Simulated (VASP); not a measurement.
Write the native input for VASP 6.6.1 that does the following.

| Item | Value |
| --- | --- |
| Task | relaxation of the atoms |
| Functional | PBE |
| Potentials or basis | VASP PAW PBE potentials, release 64 (Bi) |
| Cutoff | 300 eV |
| k mesh | 7 × 7 × 7 |
| Occupations | methfessel-paxton, width 0.1 eV |
| Spin | no spin polarisation |
| Further INCAR settings | ALGO = Fast; EDIFF = 1e-07; IBRION = 2; EDIFFG = -0.01; NSW = 40 |

The structure of Bi lies in POSCAR:

```
Bi                                      
1.0
   -2.0153601679      2.0153601679      2.0153601679
    2.0153601679     -2.0153601679      2.0153601679
    2.0153601679      2.0153601679     -2.0153601679
  Bi            
     1
Direct
     0.0000000000000000    0.0000000000000000    0.0000000000000000
```

This isn't the form of Bi at room conditions, which is rhombohedral.

The cell isn't the ideal one: a relaxed cell with its volume scaled by 1.02.

These files were run (other wordings do the same):

INCAR

```
SYSTEM = Bi
PREC     = Accurate       ! precision mode
ENCUT    = 300            ! plane-wave cutoff, eV
EDIFF    = 1E-7           ! SCF threshold, eV
ISMEAR   = 1              ! smearing method
SIGMA    = 0.1            ! smearing width, eV
LREAL    = .False.        ! projectors in reciprocal space
LASPH    = .True.         ! aspherical terms in the spheres
NELM     = 80             ! most SCF steps
ALGO     = Fast           ! electronic algorithm
ISIF     = 2              ! what is computed and relaxed
LWAVE    = .False.        ! write WAVECAR
LCHARG   = .False.        ! write CHGCAR
GGA      = PE             ! functional
IBRION   = 2              ! ionic algorithm
NSW      = 40             ! ionic steps
EDIFFG   = -0.01          ! ionic threshold
```

KPOINTS

```
Automatic mesh
0
Gamma
  7 7 7
  0 0 0
```

Potentials or basis: VASP PAW PBE potentials, release 64 (Bi).

Launch:

```console
$ cat potpaw_PBE.64/Bi/POTCAR > POTCAR
$ mpirun -np 1 vasp_std > vasp.out
```

It gave:

```
Pressure after relaxing : -1.0 GPa
Band gap on the k mesh  : none (metal or under the smearing width)
```

Caveat: the relaxation stopped at its first step, so nothing moved; spin-orbit coupling is left out, which moves the levels of the heavy elements.

Wall time 3.8 s on 1 thread of Intel(R) Xeon(R) 6975P-C (Granite Rapids), with other jobs on the host, peak memory 0.12 GiB.
